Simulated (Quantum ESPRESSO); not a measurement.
The system is TaN.

```
Ta N
1.0
     0.00000    2.21132    2.21132
     2.21132    0.00000    2.21132
     2.21132    2.21132    0.00000
Ta N
1 1
Direct
  0.50000 0.50000 0.50000
  0.00000 0.00000 0.00000
```

The cell comes from a database or a generator and needn't be the stable form of this composition.

Base run:

```yaml
Program: Quantum ESPRESSO 7.5
Functional: PBEsol
Potentials_or_basis: GBRV 1.5 PBEsol
Cutoff: 762 eV
Density_cutoff: 6095 eV
k_mesh: 10 × 10 × 10
Occupations: fermi-dirac, width 0.05 eV
Spin: no spin polarisation
Hubbard_terms: Ta d U = 6 eV
```

Its results: band gap on the k mesh none (metal or under the smearing width); pressure -4.9 GPa.

Problem. The run is repeated on the same cell with these changes: hubbard terms from Ta d U = 6 eV to none. What comes out?

Solution. Band gap on the k mesh none (metal or under the smearing width); pressure -10.8 GPa.

Caveats: U without spin polarisation on a metal has little footing (some runs).
